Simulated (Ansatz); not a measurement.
A run of Ansatz 0.2.0 is set up as follows.

File input.yaml:

```yaml
crystal:
  lattice:
    - [0.0, 2.5575, 2.5575]
    - [2.5575, 0.0, 2.5575]
    - [2.5575, 2.5575, 0.0]
  atoms:
    - { symbol: Hf, position: [0.0, 0.0, 0.0] }
    - { symbol: O, position: [0.75, 0.75, 0.75] }
    - { symbol: O, position: [0.25, 0.25, 0.25] }
hamiltonian:
  xc: r2scan
  pseudopotentials: { kind: paw_fr }
magnetization:
  noncollinear: true
  spin_orbit: true
kpoints:
  mp_grid: { grid: [7, 7, 7] }
  band_path:
    path:
      - [[0.0, 0.0, 0.0], [0.5, 0.0, 0.5], [0.5, 0.25, 0.75], [0.375, 0.375, 0.75], [0.0, 0.0, 0.0], [0.5, 0.5, 0.5], [0.625, 0.25, 0.625], [0.5, 0.25, 0.75], [0.5, 0.5, 0.5], [0.375, 0.375, 0.75]]
      - [[0.625, 0.25, 0.625], [0.5, 0.0, 0.5]]
    npoints: 14
scf:
  occupations: { method: fermi_dirac, width: 0.05 }
  n_extra_bands: 7
output:
  forces: true
  stress: true
  eigenvalues: true
  fatbands: true
```

Potentials or basis: Ansatz PAW.

Run with:

```bash
$ ansatz run input.yaml --threads 2 --pin off --max-ram 5632MiB --backend cpu --events-out ev --progress --plain --runs-dir out
```

Task: Predict the band gap on the k mesh.

Result: 4.40 eV, indirect (least direct gap 4.55 eV).

Task: Estimate the pressure.

Result: -8.7 GPa.

Levels at the corners of the path, in eV from the valence-band top:
```csv
point,band 34,band 35,band 36,band 37,band 38,band 39,band 40,band 41,band 42,band 43
Γ,-0.73,-0.58,-0.58,-0.58,-0.58,4.34,4.34,4.34,4.34,6.21
X,-1.58,-1.52,-1.52,0.00,0.00,4.21,4.21,5.80,5.80,7.03
W,-2.51,-1.41,-1.41,-0.21,-0.21,5.15,5.15,5.51,5.51,7.35
K,-2.24,-1.36,-1.36,-0.34,-0.34,4.69,4.69,5.75,5.75,7.29
Γ,-0.73,-0.58,-0.58,-0.58,-0.58,4.34,4.34,4.34,4.34,6.21
L,-2.77,-1.96,-1.96,-1.75,-1.75,4.87,4.87,5.12,5.12,7.34
U,-2.24,-1.36,-1.36,-0.34,-0.34,4.69,4.69,5.75,5.75,7.29
W,-2.51,-1.41,-1.41,-0.21,-0.21,5.15,5.15,5.51,5.51,7.35
L,-2.77,-1.96,-1.96,-1.75,-1.75,4.87,4.87,5.12,5.12,7.34
K,-2.24,-1.36,-1.36,-0.34,-0.34,4.69,4.69,5.75,5.75,7.29
U,-2.24,-1.36,-1.36,-0.34,-0.34,4.69,4.69,5.75,5.75,7.29
X,-1.58,-1.52,-1.52,0.00,0.00,4.21,4.21,5.80,5.80,7.03
```

Caveat: the k mesh misses the band edges, so the gap on the mesh is wider than the one along the path; the PAW data sets come from PBE, with cores solved anew for the run's functional, which leaves a small shift of forces and pressure. r2SCAN opens gaps a little over a GGA but as a rule still falls short of measured ones.
